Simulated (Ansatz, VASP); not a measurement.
## TiCo: VASP beside Ansatz

The input INCAR:

```
PREC = Accurate ; ENCUT = 520
EDIFF = 1E-7 ; ISMEAR = -1
SIGMA = 0.05 ; LREAL = F
LASPH = T ; NELM = 120
ALGO = Normal ; ISIF = 2
LWAVE = F ; LCHARG = F
ISPIN = 2 ; MAGMOM = 2 1
LORBIT = 11 ; LMAXMIX = 4
GGA = PE ; NBANDS = 22
```

KPOINTS

```
Automatic mesh
0
Gamma
  9 9 9
```

Contents of POSCAR:

```
TiCo
1.0
    2.9660693728      0.0000000000      0.0000000000
    0.0000000000      2.9660693728      0.0000000000
    0.0000000000      0.0000000000      2.9660693728
Co Ti
1 1
Direct
    0.5000000000      0.5000000000      0.5000000000
    0.0000000000      0.0000000000      0.0000000000
```

Contents of input.yaml:

```yaml
crystal:
  lattice:
    - [2.9660693728, 0.0, 0.0]
    - [0.0, 2.9660693728, 0.0]
    - [0.0, 0.0, 2.9660693728]
  atoms:
    - { symbol: Co, position: [0.5, 0.5, 0.5], spin: 2.0 }
    - { symbol: Ti, position: [0.0, 0.0, 0.0], spin: 1.0 }
hamiltonian:
  xc: pbe
  pseudopotentials: { kind: paw }
magnetization:
  spin_polarized: true
kpoints:
  mp_grid: { grid: [9, 9, 9] }
scf:
  occupations: { method: fermi_dirac, width: 0.05 }
output:
  forces: true
  stress: true
  eigenvalues: true
  write_density: true
  write_potential: true
  elf: true
  volumetric_format: npy
```

Change from the starting cell: volume scaled by 0.98.

Alike in both runs: task single point; functional PBE; k mesh 9 × 9 × 9; occupations fermi-dirac, width 0.05 eV; collinear spin, ferromagnetic start.

|  | VASP | Ansatz |
| --- | --- | --- |
| version | VASP 6.6.1 | Ansatz 0.2.0 |
| potentials or method | VASP PAW PBE potentials, release 64 (Co, Ti_sv) | Ansatz PAW |
| plane-wave cutoff (eV) | 520 | 420 |
| valence electrons in the cell | 21 | 29 |

Ansatz gave:

```
gap on the k mesh at the Fermi level (eV)                     : none
pressure (GPa)                                                : 2.9
net moment per atom (μB)                                      : 0.39
size of the moment on the site where the two differ most (μB) : 0.87
```

Which values does VASP return?

gap on the k mesh at the Fermi level (eV): none; pressure (GPa): 2.2; net moment per atom (μB): 0.38; size of the moment on the site where the two differ most (μB): 0.82.

Site moments also hang on the region over which each program counts them. A gap of «none» marks a metal or a gap that the smearing closes. The two sets of potentials don't hold the same shells in valence.
